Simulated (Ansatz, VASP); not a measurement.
**Ga in VASP and in Ansatz**

```
Ga
1.0
    -1.68798    1.68798    1.68798
     1.68798   -1.68798    1.68798
     1.68798    1.68798   -1.68798
Ga
1
Direct
  0.00000 0.00000 0.00000
```

Alike in both runs: task electric field gradients; functional PBE; k mesh 8 × 8 × 8; occupations fermi-dirac, width 0.03 eV; no spin polarisation.

|  | VASP | Ansatz |
| --- | --- | --- |
| version | VASP 6.6.1 | Ansatz 0.2.0 |
| potentials or method | VASP PAW PBE potentials, release 64 (Ga_d) | PAW with Ansatz's default frozen-core files, scalar-relativistic |
| plane-wave cutoff (eV) | 520 | 420 |
| valence electrons in the cell | 13 | 13 |

Ansatz gave:

```
pressure (GPa)                                                 : 0.1
Vzz of the field gradient on the site that differs most (V/Å²) : 0.0
```

Question: Which values does VASP return?

Answer: Pressure (GPa): 0.2; Vzz of the field gradient on the site that differs most (V/Å²): 0.0.
